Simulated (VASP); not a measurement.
Wanted: the native input for a VASP 6.6.1 run.

```
Task                   : work function
Functional             : PBEsol
Potentials or basis    : VASP PAW PBE potentials, release 64 (S, W_sv)
Cutoff                 : 520 eV
k mesh                 : 12 × 12 × 1
Occupations            : gaussian, width 0.03 eV
Spin                   : non-collinear spin, zero start, spin-orbit coupling
Starting moments       : [[0.0, 0.0, 0.0], [0.0, 0.0, 0.0], [0.0, 0.0, 0.0]] μB
Dipole correction      : yes
Further INCAR settings : ALGO = Fast; EDIFF = 1e-06
```

The structure of WS2 lies in POSCAR:

```
WS2                                     
1.0
    3.1734272806      0.0000000000      0.0000000000
   -1.5867136403      2.7482686421      0.0000000000
    0.0000000000      0.0000000000     19.1400000000
  S               W             
     2     1
Direct
     0.6666669999999968    0.3333330000000032    0.4183320106124569
     0.6666669999999968    0.3333330000000032    0.5816679893875432
     0.3333330000000032    0.6666669999999968    0.5000000000000000
```

The cell was built by a generator and needn't be a form met in nature.

The input as run:

INCAR

```
PREC = Accurate ; ENCUT = 520
EDIFF = 1E-6 ; ISMEAR = 0
SIGMA = 0.03 ; LREAL = False
LASPH = True ; NELM = 60
ALGO = Fast ; ISIF = 2
LWAVE = False ; LCHARG = True
MAGMOM = 0 0 0 0 0 0 0 0 0 ; LORBIT = 11
LSORBIT = True ; GGA_COMPAT = False
LMAXMIX = 4 ; LDIPOL = True
IDIPOL = 3 ; DIPOL = 0.5 0.5 0.500
GGA = PS ; LVHAR = True
LVACPOTAV = True ; KPAR = 4
```

KPOINTS

```
regular mesh
0
Gamma
  12 12 1
```

Potentials or basis: VASP PAW PBE potentials, release 64 (S, W_sv).

Run with:

```console
$ cat potpaw_PBE.64/S/POTCAR potpaw_PBE.64/W_sv/POTCAR > POTCAR
$ mpirun -np 4 vasp_ncl > vasp.out
```

It gave:

```
Largest force                                         : 0.082 eV/Å
Net moment                                            : 0.00 μB per cell
Valence electrons inside the program's atomic spheres : S 3.70; W 12.06
Work function of the upper face                       : 5.38 eV
Work function of the lower face                       : 5.38 eV
```

Caveat: the PAW data sets were made with another functional, which shifts forces and pressure a little.

Run time: 3.8 min on 4 MPI ranks on Intel(R) Xeon(R) Platinum 8488C (Sapphire Rapids) (shared host), peak memory 0.79 GiB a rank.
